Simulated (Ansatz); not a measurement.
# Sc under changes of volume

One of the cells (25.002 Å³/atom); the others are scaled copies at fixed shape and fractional positions:

```
Sc
1.0
     3.30900    0.00000    0.00000
    -1.65450    2.86568    0.00000
     0.00000    0.00000    5.27330
Sc
2
Cartesian
  1.6545 0.9552 3.9550
  0.0000 1.9105 1.3183
```

- Program: Ansatz 0.2.0
- Functional: LDA
- Potentials or basis: Ansatz PAW
- Cutoff: 420 eV (not typed: the program's choice for these potentials)
- k mesh: 9 × 9 × 5
- Occupations: fermi-dirac, width 0.05 eV
- Spin: no spin polarisation

| volume (Å³/atom) | energy over the lowest point (meV/atom) | pressure (GPa) |
| --- | --- | --- |
| 23.502 | 0.00 | -2.3 |
| 24.002 | 9.11 | -3.4 |
| 24.502 | 21.46 | -4.4 |
| 25.002 | 36.75 | -5.3 |
| 25.502 | ? | ? |
| 26.002 | 75.12 | -6.9 |
| 26.502 | 97.73 | -7.5 |

**Question.** What does the run at 25.502 Å³/atom give?

**Answer.** Energy over the lowest point 54.72 meV/atom; pressure -6.1 GPa.

Worked out: A Birch-Murnaghan fit of order 3 (a polynomial in V^(-2/3)) to the other rows has no minimum within the range. It gives 54.72 meV/atom at 25.502 Å³/atom, against the run's 54.72, and -dE/dV = -6.2 GPa, against -6.1.

Energies are extrapolated to zero smearing.

Caveats: the PAW data sets come from PBE, with cores solved anew for the run's functional, which leaves a small shift of forces and pressure.
